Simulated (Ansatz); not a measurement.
What a trial cell of Li relaxes into

The calculation used DFT PBE, scalar-relativistic, plane waves, PAW in Ansatz 0.2.0. Cutoff 420 eV, Γ-centred k mesh, Gaussian smearing, no spin polarisation in the final step.

The start puts Li on the diamond structure type (Fd-3m, No. 227), at a guessed volume.

```
CELL_PARAMETERS angstrom
0.00000 2.85483 2.85483
2.85483 0.00000 2.85483
2.85483 2.85483 0.00000
ATOMIC_POSITIONS crystal
Li 0.50000 0.50000 0.50000
Li 0.75000 0.75000 0.75000
```

Cell and atoms relax at zero pressure; the relaxation can't lower the symmetry of the start.

Energies count from the standard state of Li at the same level.

Question: Which crystal results?

Answer: It keeps Fd-3m (No. 227). The result has the diamond structure. Conventional cell: a = 5.894 Å. Around Li lie 4 Li at 2.55 Å.

Space group Fd-3m:1 (No. 227). a = 5.894 Å, b = 5.894 Å, c = 5.894 Å, α = 90.00°, β = 90.00°, γ = 90.00°
```tsv
atom	site	symmetry	x	y	z
Li	8b	-43m	0.0000	0.0000	0.5000
```

Question: What are its volume, energy, density and gap?

Answer: The volume per atom is 25.59 Å³. The density is 0.45 g/cm³, the energy over the standard structure is 0.51 eV/atom and the gap on the 16×16×16 mesh is 0 eV (a metal).

The final run used a 16×16×16 mesh on its 2-atom cell and 0.10 eV smearing. For metals, differences of a few meV/atom aren't resolved. Symmetry constrained the relaxation, so the result can be a saddle point.